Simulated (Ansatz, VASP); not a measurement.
# One calculation of Tc, two programs

File INCAR:

```
SYSTEM = Tc
ALGO = Normal ; EDIFF = 1E-6
EDIFFG = -0.01 ; ENCUT = 600
GGA = RE ; IBRION = 2
ISIF = 3 ; ISMEAR = -1
LASPH = .True. ; LCHARG = .False.
LREAL = .False. ; LWAVE = .False.
NELM = 100 ; NSW = 80
PREC = Accurate ; SIGMA = 0.05
```

Contents of KPOINTS:

```
k-points
0
Gamma
  12 12 12
  0 0 0
```

Contents of POSCAR:

```
Tc
1.0
    0.0000000000      1.9500000000      1.9500000000
    1.9500000000      0.0000000000      1.9500000000
    1.9500000000      1.9500000000      0.0000000000
Tc
1
Direct
    0.0000000000      0.0000000000      0.0000000000
```

File input.yaml:

```yaml
crystal:
  lattice:
    - [0.0, 1.95, 1.95]
    - [1.95, 0.0, 1.95]
    - [1.95, 1.95, 0.0]
  atoms:
    - { symbol: Tc, position: [0.0, 0.0, 0.0] }
kpoints:
  mp_grid: { grid: [12, 12, 12] }
scf:
  occupations: { method: fermi_dirac, width: 0.05 }
hamiltonian:
  xc: revpbe
  pseudopotentials: { kind: all_electron, lapw: { basis_error: 0.001 } }
output:
  forces: true
  stress: true
relax:
  f_tol: 0.01
  max_steps: 60
  cell: {}
```

Alike in both runs: task relaxation of cell and atoms; functional revPBE; k mesh 12 × 12 × 12; occupations fermi-dirac, width 0.05 eV; no spin polarisation.

|  | VASP | Ansatz |
| --- | --- | --- |
| version | VASP 6.6.1 | Ansatz 0.2.0 |
| potentials or method | VASP PAW PBE potentials, release 64 (Tc_pv) | all-electron LAPW, scalar-relativistic |
| plane-wave cutoff (eV) | 600 | see its input |

|  | VASP | Ansatz | Ansatz less VASP |
| --- | --- | --- | --- |
| relaxed volume (Å³/atom) | 14.62 | 14.64 | +0.022 |
| relaxed cell length with the largest relative difference (Å) | 2.745 | 2.746 | +0.0014 |
| energy change over the relaxation (meV/atom) | -3 | -2 | +0.6 |

Ansatz ran all-electron here, so the differences hold the error of VASP's frozen core and of both bases.

Caveats: the PAW data sets were made with another functional, which shifts forces and pressure a little (VASP).
